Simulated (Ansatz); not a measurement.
# NaH: energy along a strain

NaH, Pm-3m, a = 2.955 Å (as given, not relaxed at this level: -2.0 GPa). This isn't the usual stable structure of the compound. Ansatz: LDA, PAW, 420 eV, Γ-centred 12×12×12 mesh on 2 atoms, Gaussian smearing 0.05 eV; no spin polarisation. Cell vectors (Å): 2.955 0.000 0.000; 0.000 2.955 0.000; 0.000 0.000 2.955. The cell is strained by x per cent times the pattern (0 0 1 0 0 0) in the order xx yy zz yz xz xy (engineering shears), with fractional coordinates held. y is the free energy over the start, V0 = 12.903 Å³/atom.

| x (%) | y (meV/atom) |
| --- | --- |
| -2.00 | -1.71 |
| -1.50 | -1.58 |
| -1.00 | -1.25 |
| -0.50 | -0.72 |
| 0.00 | 0.00 |
| 0.50 | 0.92 |
| 1.00 | 2.01 |
| 1.50 | ? |
| 1.75 | 4.00 |
| 2.00 | 4.76 |

Problem. Fit y = c1 x + c2 x² + c3 x³ to the other rows, get the stiffness along the pattern, and predict the missing energy.

Solution. Least squares on the rows shown. y = 1.635 x + 0.3809 x² − 0.004621 x³. The clamped-ion stiffness p·C·p = 2 × 3.809 eV × 160.2 / 12.903 Å³ = 95 GPa, which is C33 in these axes (C11 of the cubic crystal) (second derivative at the start, which stands under stress). At x = 1.50 the fit asked for gives 3.29 meV/atom. The run gave 3.30 meV/atom, so the fit is 0.01 meV/atom too low, a small miss on the scale of the series.